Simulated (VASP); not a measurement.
Runs of VASP 6.6.1 on AgCl. The structure is cubic, space group Fm-3m (No. 225). The conventional cell has a = 5.545 Å, b = 5.545 Å, c = 5.545 Å, α = 90.00°, β = 90.00°, γ = 90.00°. Ag (site symmetry m-3m) is surrounded by 6 Cl at 2.77 Å. Around Cl (site symmetry m-3m) lie 6 Ag at 2.77 Å. The cell is a database's computed one.

```csv
task,level,potentials or basis,cell,k mesh,cutoff (eV),mesh quality,gap on the mesh (eV),pressure (GPa),relaxed volume (Å³/atom)
relaxation of cell and atoms,LDA,"VASP PAW LDA potentials, release 64 (Ag, Cl)",relaxed,8 × 8 × 8,600,not flagged,0.65,0.0,(c)
relaxation of cell and atoms,PBE,"VASP PAW PBE potentials, release 64 (Ag, Cl)",relaxed,8 × 8 × 8,600,not flagged,0.92,0.0,22.03
relaxation of cell and atoms,PBE+D3(BJ),"VASP PAW PBE potentials, release 64 (Ag, Cl)",relaxed,8 × 8 × 8,600,not flagged,0.91,0.0,(b)
relaxation of cell and atoms,RPBE,"VASP PAW PBE potentials, release 64 (Ag, Cl)",relaxed,8 × 8 × 8,600,not flagged,1.16,0.0,23.90
relaxation of cell and atoms,PBEsol,"VASP PAW PBE potentials, release 64 (Ag, Cl)",relaxed,4 × 4 × 4,600,coarse,0.72,0.0,20.27
relaxation of cell and atoms,PBEsol,"VASP PAW PBE potentials, release 64 (Ag, Cl)",relaxed,8 × 8 × 8,300,not flagged,0.71,0.0,20.04
single point,PBEsol,"VASP PAW PBE potentials, release 64 (Ag, Cl)",as given,8 × 8 × 8,520,not flagged,(d),(a),-
relaxation of cell and atoms,PBEsol,"VASP PAW PBE potentials, release 64 (Ag, Cl)",relaxed,8 × 8 × 8,600,not flagged,0.72,0.0,20.19
relaxation of cell and atoms,PBEsol,"VASP PAW PBE potentials, release 64 (Ag, Cl)",relaxed,8 × 8 × 8,580,not flagged,0.72,0.0,20.18
```

Alike in all rows: no spin polarisation; smearing gaussian 0.02 eV.

Task: Estimate the missing entries.

Result: (a) -2.7; (b) 20.87; (c) 19.21; (d) 0.73.

Caveats: some runs use coarse meshes; the PAW data sets were made with another functional, which shifts forces and pressure a little (some runs); the cutoff is under 1.25 times the usual one of these potentials, so pressure, stress and relaxed cells hold a basis-set (Pulay) error (some runs).

A k mesh can miss the band edges, and the runs leave out spin-orbit coupling on Ag.

Not every run made on this cell is shown here.
